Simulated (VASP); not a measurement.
# GaAs (F-43m): a series in a change of volume, part 2 of 2

How do the elastic response and the band edges of GaAs follow a change of volume?

VASP 6.6.1, plane waves and PAW; the level of theory is named at each step.

So far: The structure; Relax the crystal, LDA; Relax at fixed volume, LDA; Band edges, TB-mBJ with spin-orbit coupling; Band edges, r2SCAN with spin-orbit coupling.

## (5) Band edges, r2SCAN with spin-orbit coupling (continued)

Level of this step: r2SCAN, spin-orbit coupling; plane waves and PAW (Ga_d, As) (VASP).

OUTCAR, selected parts (step 5):

```text
  Total        2.1191796      2.1191796      2.1191796      0.0000000      0.0000000      0.0000000
  in kB       81.8746443     81.8746443     81.8746443      0.0000000      0.0000000      0.0000000
  external PRESSURE =      81.8746443 kB  Pullay stress =       0.0000000 kB

 POSITION                                       TOTAL-FORCE (eV/Angst)
 -----------------------------------------------------------------------------------
      0.00000      0.00000      0.00000        -0.000000     -0.000000     -0.000000
      1.37363      1.37363      1.37363         0.000000      0.000000      0.000000
 -----------------------------------------------------------------------------------
    total drift:                               -0.000003     -0.000003     -0.000003

  FREE ENERGIE OF THE ION-ELECTRON SYSTEM (eV)
  ---------------------------------------------------
  free  energy   TOTEN  =      -292.1421117271 eV

  energy  without entropy=     -292.1421117271  energy(sigma->0) =     -292.14211173

[... 2 parts as in an earlier step ...]

[... 1 further part left out ...]
[key lines of the parts left out:]
E-fermi :   4.9784
```

Numbers from this step:

| Property | Result |
| --- | --- |
| energy(sigma→0) of the program | -292.1421 eV |
| stress, compression positive | xx, yy, zz 8.19, 8.19, 8.19 GPa |

The run ends at a pressure of 8.19 GPa.

## (6) The whole series

Runs beyond LDA use the data sets made with LDA; this shifts their levels slightly, and their total energies have another zero (at TB-mBJ, which has no energy functional, they mean nothing).

The other members went through these steps as far as the tables show, with the same cutoff and, step by step, the same mesh; 25 runs are not shown. The session took 3.0 core hours (wall time by ranks) on a shared machine.

```csv
volume over the relaxed volume,volume (Å³/atom),pressure (GPa),energy above the unstrained row (meV/atom),"gap on the mesh, LDA (eV)"
0.940,20.735,5.322,21.433,0.994
0.955,21.066,3.816,11.847,0.869
0.970,21.396,2.432,5.227,0.747
0.985,21.727,1.162,1.343,0.628
1,22.058,-0.007,0.000,0.512
1.015,22.389,-1.079,0.957,0.399
1.030,22.720,-2.064,4.066,0.289
1.045,23.051,-2.980,9.093,0.181
1.060,23.382,-3.800,15.943,0.077
```

A cubic of the pressure in ln(V/V₀) through all rows has the slope −B at V₀: B = 75 GPa, and its curvature gives B′ = 4.7.

Band edges at TB-mBJ with spin-orbit coupling, counted from the valence-band top at Γ, spin-orbit pairs averaged, with one row partly withheld:

```csv
volume over the relaxed volume,gap (eV),conduction band at Γ (eV),Δ or X valley along z (eV),"lowest conduction level at L, [111] (eV)",second valence level below the top (eV),third valence level below the top (eV)
0.940,1.794,2.163,1.794,1.931,0.000,0.328
0.955,1.829,?,1.828,1.889,0.000,0.325
0.970,1.847,1.916,1.861,1.847,0.000,0.323
0.985,1.796,1.796,1.891,1.805,0.000,0.321
1,1.679,1.679,1.919,1.764,0.000,0.319
1.015,1.564,1.564,1.946,1.724,0.000,0.316
1.030,1.451,1.451,1.969,1.683,0.000,0.314
1.045,1.340,1.340,1.991,1.644,0.000,0.312
1.060,1.231,1.231,2.011,1.605,0.000,0.310
```

Conduction masses, in electron masses (the axis is [001]):

```csv
volume over the relaxed volume,"conduction mass at Γ, along the strain axis or the normal of the plane","L [111] mass, longitudinal","L [111] mass, transverse along [1-10]"
0.940,0.115,1.767,0.134
0.955,0.111,1.748,0.133
0.970,0.105,1.763,0.133
0.985,0.101,1.751,0.133
1,0.096,1.780,0.133
1.015,0.091,1.744,0.132
1.030,0.086,1.758,0.131
1.045,0.081,1.756,0.131
1.060,0.076,1.771,0.131
```

Band edges at r2SCAN with spin-orbit coupling, counted from the valence-band top at Γ, spin-orbit pairs averaged:

```csv
volume over the relaxed volume,gap (eV),conduction band at Γ (eV),Δ or X valley along z (eV),"lowest conduction level at L, [111] (eV)",second valence level below the top (eV),third valence level below the top (eV)
0.940,1.448,1.581,1.447,1.516,0.000,0.345
0.955,1.448,1.448,1.477,1.466,0.000,0.343
0.970,1.319,1.319,1.505,1.417,0.000,0.341
0.985,1.192,1.192,1.532,1.369,0.000,0.339
1,1.069,1.069,1.556,1.322,0.000,0.337
1.015,0.948,0.948,1.579,1.276,0.000,0.335
1.030,0.830,0.830,1.600,1.232,0.000,0.333
1.045,0.715,0.715,1.620,1.188,0.000,0.331
1.060,0.602,0.603,1.638,1.145,0.000,0.329
```

Conduction masses, in electron masses (the axis is [001]):

```csv
volume over the relaxed volume,"L [111] mass, longitudinal","L [111] mass, transverse along [1-10]"
0.940,1.717,0.114
0.955,1.737,0.113
0.970,1.727,0.112
0.985,1.717,0.112
1,1.712,0.111
1.015,1.698,0.110
1.030,1.699,0.109
1.045,1.689,0.108
1.060,1.710,0.107
```

## (7) Working out the slope

The quantity to fit is the conduction level at Γ above the mean of the three top valence levels at TB-mBJ with spin-orbit coupling: 2.272, 2.024, 1.903, 1.785, 1.669, 1.555, 1.444, 1.334 eV in the rows shown.

A least-squares parabola through the 8 rows shown, with u the logarithm of the volume ratio: E = 1.157 u² − 7.801 u + 1.785 (eV), r.m.s. residual 1.3e-4 eV.

At u = -0.04604 this predicts 2.1466 eV.

## (8) The withheld row

The calculation gives 2.1469 eV, so the prediction is 0.0003 eV too low.

## (9) Results

| Quantity | Value |
| --- | --- |
| bulk modulus | 75 GPa |
| gap of the unstrained cell, TB-mBJ with spin-orbit coupling | 1.68 eV |
| gap of the unstrained cell, r2SCAN with spin-orbit coupling | 1.07 eV |
| dE/d ln V of the conduction level at Γ above the mean of the three top valence levels, TB-mBJ with spin-orbit coupling | -7.80 eV |
| error of the predicted row | -0.3 meV |

What this shows: At TB-mBJ with spin-orbit coupling the lowest conduction valley is in turn Δ or X, L, Γ from the first row to the last, and the gap runs between 1.23 and 1.85 eV. At zero strain Γ and L lie only 85 meV apart here, so their order is sensitive to the level and the lattice constant. At r2SCAN with spin-orbit coupling the lowest conduction valley is in turn Δ or X, Γ from the first row to the last, and the gap runs between 0.60 and 1.45 eV. Hole masses are left out throughout, since the top bands are degenerate or cross in many series; of conduction masses, those of the Γ, L and (for Si and Ge under (001) strain) Δ valleys are kept where they change by under an eighth between rows. A measured gap of unstrained GaAs is 1.42 eV (arxiv:0805.2212, direct gap E0 at Gamma from PR, 300 K); the static gaps here belong to the lattice relaxed at LDA. TB-mBJ is a potential fitted for gaps; it has no energy functional, so its total energies and forces mean nothing, and its bands tend to come out too narrow. r2SCAN opens gaps somewhat over GGA but leaves them below measured values as a rule. Δ or X levels are the lowest on their line, refined by a parabola unless they lie at X; the gap is read from all points sampled and can differ from the lowest valley by some meV, or by tens of meV where strain moves the valence top off Γ. Temperature, zero-point motion and excitons are left out.

[Lines on the potential files, build, host, timing and source positions are cut from VASP's logs without a mark.]

[Logs are printed without paths, hosts, clocks, repeated set-up lines and the standing remarks that a program may print on its own settings, such as how far it seeks lower states.]

[Hosts, paths, dates, database ids (printed as entryN), source tags and the programs' standing remarks are cut or masked in the printed files.]

[In band tables of VASP the shares of atoms and orbitals are scaled to a sum of 1 inside the atoms' spheres.]
